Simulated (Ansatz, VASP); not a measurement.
**GaN in VASP and in Ansatz**

The input INCAR:

```
ALGO = Normal
EDIFF = 1E-6
ENCUT = 520
GGA = RE
ISIF = 2
ISMEAR = -1
IVDW = 12
LASPH = True
LCHARG = False
LREAL = False
LWAVE = False
NBANDS = 26
NELM = 100
PREC = Accurate
SIGMA = 0.05
```

KPOINTS

```
k-points
0
Gamma
  10 10 5
```

File POSCAR:

```
GaN
1.0
    3.2010602164      0.0000000000      0.0000000000
   -1.6005301082      2.7721994664      0.0000000000
    0.0000000000      0.0000000000      5.2002129176
Ga N
2 2
Direct
    0.6666666667      0.3333333333      0.5000000000
    0.3333333333      0.6666666667      0.0000000000
    0.6666666667      0.3333333333      0.8750000000
    0.3333333333      0.6666666667      0.3750000000
```

input.yaml

```yaml
crystal:
  lattice:
    - [3.2010602164, 0.0, 0.0]
    - [-1.6005301082, 2.7721994664, 0.0]
    - [0.0, 0.0, 5.2002129176]
  atoms:
    - { symbol: Ga, position: [0.6666666667, 0.3333333333, 0.5] }
    - { symbol: Ga, position: [0.3333333333, 0.6666666667, 0.0] }
    - { symbol: "N", position: [0.6666666667, 0.3333333333, 0.875] }
    - { symbol: "N", position: [0.3333333333, 0.6666666667, 0.375] }
hamiltonian:
  xc: revpbe
  pseudopotentials: { kind: paw }
  dispersion: d3bj
kpoints:
  mp_grid: { grid: [10, 10, 5] }
scf:
  occupations: { method: fermi_dirac, width: 0.05 }
output:
  forces: true
  stress: true
  eigenvalues: true
  write_density: true
  write_potential: true
  elf: true
  volumetric_format: npy
```

Alike in both runs: task single point; functional revPBE; dispersion D3(BJ); k mesh 10 × 10 × 5; occupations fermi-dirac, width 0.05 eV; no spin polarisation.

```csv
,VASP,Ansatz
version,VASP 6.6.1,Ansatz 0.2.0
potentials or method,"VASP PAW PBE potentials, release 64 (Ga_d, N)",Ansatz PAW
plane-wave cutoff (eV),520,420
valence electrons in the cell,36,36
```

|  | VASP | Ansatz | Ansatz less VASP |
| --- | --- | --- | --- |
| gap on the k mesh at the Fermi level (eV) | 1.88 | 1.86 | -0.020 |
| least direct gap on the mesh (eV) | 1.88 | 1.86 | -0.020 |
| pressure (GPa) | -1.0 | -0.8 | +0.18 |
| largest component of the traceless stress (GPa) | 1.42 | 1.41 | -0.007 |
| rms of the force components (eV/Å) | 0.073 | 0.075 | +0.0016 |
| dispersion energy (meV/atom) | -485.7 | -485.8 | -0.06 |

Atom by atom the forces differ by 0.002 eV/Å (rms over components).

Caveats: the PAW data sets were made with another functional, which shifts forces and pressure a little (VASP); odd divisions of the mesh miss points on the zone boundary, where band edges often lie, so the gap on the mesh can be too wide (Ansatz); the pressure holds a Pulay correction of +0.5 GPa for the finite cutoff (Ansatz); the PAW data sets come from PBE, with cores solved anew for the run's functional, which leaves a small shift of forces and pressure (Ansatz). A hybrid or GW would open this gap; revPBE tends to underestimate it.
